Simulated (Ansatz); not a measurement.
(111) slab cut from the bulk of NbN, 15 Å of vacuum:

```xyz
10
Lattice="3.0975 0.0000 0.0000 -1.5487 2.6825 0.0000 0.0000 0.0000 26.3809" Properties=species:S:1:pos:R:3 pbc="T T T"
Nb    0.0000    1.7883    7.5000
N     1.5487    0.8942    8.7645
Nb    0.0000    0.0000   10.0291
N     0.0000    1.7883   11.2936
Nb    1.5487    0.8942   12.5582
N     0.0000    0.0000   13.8227
Nb    0.0000    1.7883   15.0872
N     1.5487    0.8942   16.3518
Nb    0.0000    0.0000   17.6163
N     0.0000    1.7883   18.8809
```

The calculation used DFT PBEsol, scalar-relativistic, plane waves, PAW (Ansatz). Cutoff 420 eV; k points 12×12×1 on the computed 10-atom cell (Γ-centred); Gaussian smearing, width 0.10 eV; no spin polarisation. A dipole correction removes the field between periodic images along c.

This base run converges in 8 iterations with a largest force of 4.897 eV/Å and a work function of 7.39 eV on the top face.

One setting at a time is then changed, some of them on purpose to poor values; changes count from the base run, energies are extrapolated to zero smearing, atoms stay where they are, and risky runs are capped at 50 to 100 iterations.

(1) What happens with cutoff 700 eV?

Answers

(1) It converges in 8 iterations; ΔE (meV/atom) -2.7, Δφ top (eV) 0.00, largest force (eV/Å) 4.897, largest change of a force (eV/Å) 0.001.

Cost: 2 runs of about 2.8 core-minutes in all, on AMD EPYC 7571 (shared hosts).